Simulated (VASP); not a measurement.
Write the native input for VASP 6.6.1 that does the following.

- Task: relaxation of cell and atoms
- Functional: PBE
- Potentials or basis: VASP PAW PBE potentials, release 64 (Lu)
- Cutoff: 600 eV
- k mesh: 10 × 10 × 10
- Occupations: fermi-dirac, width 0.05 eV
- Spin: no spin polarisation
- Further INCAR settings: ALGO = Fast; EDIFF = 1e-07; IBRION = 2; EDIFFG = -0.05; NSW = 60; ISIF = 6

The structure of Lu lies in POSCAR:

```
Lu
1.0
   -1.9541071088      1.9541071088      1.9541071088
    1.9541071088     -1.9541071088      1.9541071088
    1.9541071088      1.9541071088     -1.9541071088
Lu
1
Direct
    0.0000000000      0.0000000000      0.0000000000
```

This isn't the form of Lu at room conditions, which is hcp.

These files were run (other wordings do the same):

INCAR

```
  PREC = Accurate
  ENCUT = 600
  EDIFF = 1E-7
  ISMEAR = -1
  SIGMA = 0.05
  LREAL = F
  LASPH = T
  NELM = 60
  ALGO = Fast
  ISIF = 6
  LWAVE = F
  LCHARG = F
  GGA = PE
  IBRION = 2
  NSW = 60
  EDIFFG = -0.05
```

KPOINTS

```
regular mesh
0
Gamma
  10 10 10
```

Potentials or basis: VASP PAW PBE potentials, release 64 (Lu).

Command:

```bash
$ cat potpaw_PBE.64/Lu/POTCAR > POTCAR
$ mpirun -np 1 vasp_std > vasp.out
```

It gave:

- Pressure after relaxing: -0.3 GPa
- Band gap on the k mesh: none (metal or under the smearing width)

Caveat: the relaxation stopped at its first step, so nothing moved.

It took 64 s on 1 thread of Intel(R) Xeon(R) Platinum 8488C (Sapphire Rapids), on a shared host, peak memory 0.18 GiB.
